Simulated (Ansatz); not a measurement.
Input for Ansatz (plane-wave DFT, PAW):

```yaml
crystal:
  lattice:
    - [-2.5133692874, 2.5133692874, 3.6893906329]
    - [2.5133692874, -2.5133692874, 3.6893906329]
    - [2.5133692874, 2.5133692874, -3.6893906329]
  atoms:
    - { symbol: Si, position: [0.0, 0.0, 0.0] }
    - { symbol: Si, position: [0.75, 0.25, 0.5] }
    - { symbol: O, position: [0.9670112619, 0.625, 0.8420112619] }
    - { symbol: O, position: [0.375, 0.2170112619, 0.3420112619] }
    - { symbol: O, position: [0.7829887381, 0.125, 0.1579887381] }
    - { symbol: O, position: [0.875, 0.0329887381, 0.6579887381] }
basis:
  ecutwfc: 420
kpoints:
  mp_grid: { grid: [6, 6, 6] }
  band_path:
    path:
      - [[0.0, 0.0, 0.0], [0.0, 0.0, 0.5], [0.25, 0.25, 0.25], [0.0, 0.5, 0.0], [0.0, 0.0, 0.0], [0.5, 0.5, -0.5], [0.3660228, 0.6339772, -0.3660228]]
      - [[-0.3660228, 0.3660228, 0.3660228], [0.0, 0.0, 0.0]]
      - [[0.0, 0.0, 0.5], [-0.2320456, 0.2320456, 0.5]]
      - [[0.5, 0.5, -0.2320456], [0.5, 0.5, -0.5]]
    npoints: 14
hamiltonian:
  xc: pbesol
scf:
  occupations: { method: gaussian, width: 0.02 }
  n_extra_bands: 15
output:
  forces: true
  stress: true
  eigenvalues: true
  populations: true
  dos: { projected: true, de: 0.02, nscf_kmesh: { grid: [9, 9, 9] } }
  bader: true
  write_density: true
  write_potential: true
  elf: true
  volumetric_format: npy
```

Run as
```bash
ansatz run input.yaml --threads 1 --pin off --max-ram 2560MiB --backend cpu --events-out ev --progress --plain --runs-dir out
```

The calculation used DFT PBEsol, scalar-relativistic, plane waves, PAW in Ansatz.

Abridged output (iterations and final results):

```
SCF iter   1: F=—  HF=-3493.256269 eV  |F-HF|=—  |Δ(HF+E_count)|=         —  Δρ=1.02e-2  dr2=7.20e-2  ethr=1.77e-3  ⟨swp⟩=6.2  Hψ=5186  notcnv=0  defer=95
SCF iter   2: F=—  HF=-3493.240846 eV  |F-HF|=—  |Δ(HF+E_count)|=   1.54e-2  Δρ=3.96e-3  dr2=9.44e-3  ethr=2.25e-4  ⟨swp⟩=2.0  Hψ=1694  notcnv=0  defer=251
SCF iter   3: F=—  HF=-3493.238035 eV  |F-HF|=—  |Δ(HF+E_count)|=   2.81e-3  Δρ=4.59e-4  dr2=6.02e-5  ethr=2.95e-5  ⟨swp⟩=2.0  Hψ=1238  notcnv=0  defer=251
SCF iter   4: F=—  HF=-3493.238356 eV  |F-HF|=—  |Δ(HF+E_count)|=   3.21e-4  Δρ=1.06e-4  dr2=6.50e-6  ethr=1.88e-7  ⟨swp⟩=2.0  Hψ=1291  notcnv=0  defer=251
SCF iter   5: F=—  HF=-3493.238355 eV  |F-HF|=—  |Δ(HF+E_count)|=   5.34e-7  Δρ=3.82e-5  dr2=6.73e-7  ethr=2.03e-8  ⟨swp⟩=2.1  Hψ=1116  notcnv=0  defer=251
SCF iter   6: F=-3493.238355 eV  HF=-3493.238355 eV  |F-HF|=6.43e-10  |Δ(HF+E_count)|=   8.17e-8  Δρ=2.92e-6  dr2=3.51e-9  ethr=3.13e-10  ⟨swp⟩=16.1  Hψ=7269  notcnv=0
SCF 1 converged in 6 iterations: F = -3493.238355 eV  dr2 = 3.51e-9
SCF converged after 6 iterations
Free energy (F): -3493.238355 eV
Harris-Foulkes:  -3493.238355 eV  (|F-HF|=6.43e-10)
Internal energy: -3493.238355 eV  (E = F + TS)
E sigma→0 (E₀):  -3493.238355 eV
Fermi energy:    3.307769 eV
--- Per-component energies (eV) ---
  E_band       = -198.466697
  E_kinetic    = 799.864395
  E_local      = -2378.408312  (includes V_loc(G=0)·N_el)
  E_nonlocal   = 241.423455
  E_hartree    = 880.522913
  E_xc         = -402.283797
  E_vxc        = -469.585408  (∫ρ·V_xc dr)
  E_paw        = -1611.584519  (= ΣΔE_a)
  E_vpaw       = -152.818207  (= ΣTr[D̂ρ^β])
  E_aug_tail   = 0.010352  (compensation charges beyond the density's cutoff)
  E_ewald      = -1022.987115
  E_core_change = 0.204273  (= ΣΔE_core)
  E_smearing   =  0.000000  (= −TS)
--- Forces (eV/Å), atoms counted from 1 ---
  atom   1  Si     0.00000000     0.00000000     0.00000000
  atom   2  Si     0.00000000     0.00000000     0.00000000
  atom   3  O      0.00000000    -0.11974492     0.00000000
  atom   4  O     -0.11974492     0.00000000     0.00000000
  atom   5  O      0.00000000     0.11974492     0.00000000
  atom   6  O      0.11974492     0.00000000     0.00000000
--- Stress (GPa, compression-positive) ---
       -2.070845       0.000000       0.000000
        0.000000      -2.070845       0.000000
        0.000000       0.000000      -2.098131
  P = ⅓ Tr σ = -2.0799 GPa (-20.799 kbar)
--- Band table (eV; the first three rows and the last of 30) ---
  k-point 0: bands = ["-18.5736", "-16.5405", "-16.5405", "-16.4841", "-8.8015", "-5.0498", "-5.0498", "-4.7991", "-2.0370", "-1.6312", "-1.1546", "-1.1546", "-1.1044", "-0.2028", "0.4514", "0.4514", "6.1641", "9.0552", "10.6048", "10.6048", "10.6623", "12.2644", "12.2644", "13.2901", "13.9454", "14.0280", "15.1158", "15.1158", "15.4836", "15.7423", "16.9273"]
  k-point 1: bands = ["-18.4645", "-16.7195", "-16.5461", "-16.4968", "-8.5156", "-5.2856", "-4.9186", "-4.6716", "-2.1073", "-1.5442", "-1.4549", "-1.2054", "-1.1681", "-0.1728", "0.3671", "0.3672", "6.7234", "9.3673", "9.9530", "10.4768", "11.4513", "11.8946", "12.2011", "12.7579", "13.6838", "13.8860", "15.3108", "15.3702", "16.0739", "16.4775", "17.3293"]
  k-point 2: bands = ["-18.1529", "-17.1619", "-16.5543", "-16.5256", "-7.7700", "-5.9020", "-4.6132", "-4.4631", "-2.2475", "-1.9100", "-1.5016", "-1.4862", "-0.9890", "-0.2224", "0.1735", "0.1993", "8.0357", "9.7801", "9.8475", "10.5235", "11.6026", "11.7084", "11.7299", "12.2872", "12.9668", "14.0634", "14.9163", "15.6755", "16.6285", "16.9001", "17.9479"]
  k-point 29: bands = ["-17.6772", "-17.6772", "-16.5715", "-16.5715", "-6.6447", "-6.6447", "-4.4895", "-4.4895", "-2.0091", "-2.0091", "-1.6338", "-1.6338", "-0.9943", "-0.9943", "0.1094", "0.1094", "9.1444", "9.1444", "10.5592", "10.5592", "11.7195", "11.7195", "12.7544", "12.7544", "13.8765", "13.8765", "14.3081", "14.3081", "16.7283", "16.7283", "18.2068"]
--- Löwdin populations: 6 sites ---
  site symbol q [e]
     0     Si      2.2161
     1     Si      2.2161
     2      O      6.7805
     3      O      6.7805
     4      O      6.7805
     5      O      6.7805
  spilling = 0.013926 (of n_electrons = 32.000000)
--- Bader charges: 6 sites ---
  site symbol charge [e]  shift [e]
     0     Si      3.2866     0.0108
     1     Si      3.2866     0.0108
     2      O     -1.6433     0.0054
     3      O     -1.6433     0.0054
     4      O     -1.6433     0.0054
     5      O     -1.6433     0.0054
  estimated error of the sums over rays = 5.5e-4 e
```

The run converged.

The run took 120 s on 1 thread of Arm Neoverse V1, on a shared host, peak memory 0.44 GiB.